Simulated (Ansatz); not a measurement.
The system is BaF2 (Frankdicksonite).

```
CELL_PARAMETERS angstrom
0.00000 3.10005 3.10005
3.10005 0.00000 3.10005
3.10005 3.10005 0.00000
ATOMIC_POSITIONS crystal
Ba 0.00000 0.00000 0.00000
F 0.75000 0.75000 0.75000
F 0.25000 0.25000 0.25000
```

Program: Ansatz 0.2.0. Alike in all runs: task band structure; potentials or basis Ansatz PAW; cell as given; cutoff (eV) 420; smearing fermi-dirac 0.05 eV.

Problem. Order these runs on this cell by their band gap on the k mesh, lowest first.
A. level LDA; spin off; k mesh 8 × 8 × 8
B. level PBEsol; spin SOC, no magnetisation; k mesh 6 × 6 × 6
C. level RPBE; spin off; k mesh 8 × 8 × 8

Solution. A (6.45 eV), B (6.71 eV), C (7.13 eV).

Caveats: spin-orbit coupling is left out, which moves the levels of the heavy elements (some runs).

